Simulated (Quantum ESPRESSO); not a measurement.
ZrH2:

```
Zr H
1.0
     0.00000    2.40923    2.40923
     2.40923    0.00000    2.40923
     2.40923    2.40923    0.00000
Zr H
1 2
Direct
  0.00000 0.00000 0.00000
  0.25000 0.25000 0.25000
  0.75000 0.75000 0.75000
```

The cell is a database's computed one.

Base run:

| Quantity | Value |
| --- | --- |
| Program | Quantum ESPRESSO 7.5 |
| Functional | PBEsol |
| Potentials or basis | GBRV 1.5 PBEsol |
| Cutoff | 612 eV |
| Density cutoff | 4898 eV |
| k mesh | 10 × 10 × 10 |
| Occupations | fermi-dirac, width 0.05 eV |
| Spin | no spin polarisation |

Its results: band gap on the k mesh none (metal or under the smearing width); pressure -4.7 GPa.

**Question.** The run is repeated on the same cell with these changes: functional from PBEsol to LDA; potentials or basis from GBRV 1.5 PBEsol to GBRV 1.5 LDA. What comes out?

**Answer.** Band gap on the k mesh none (metal or under the smearing width); pressure -7.0 GPa.
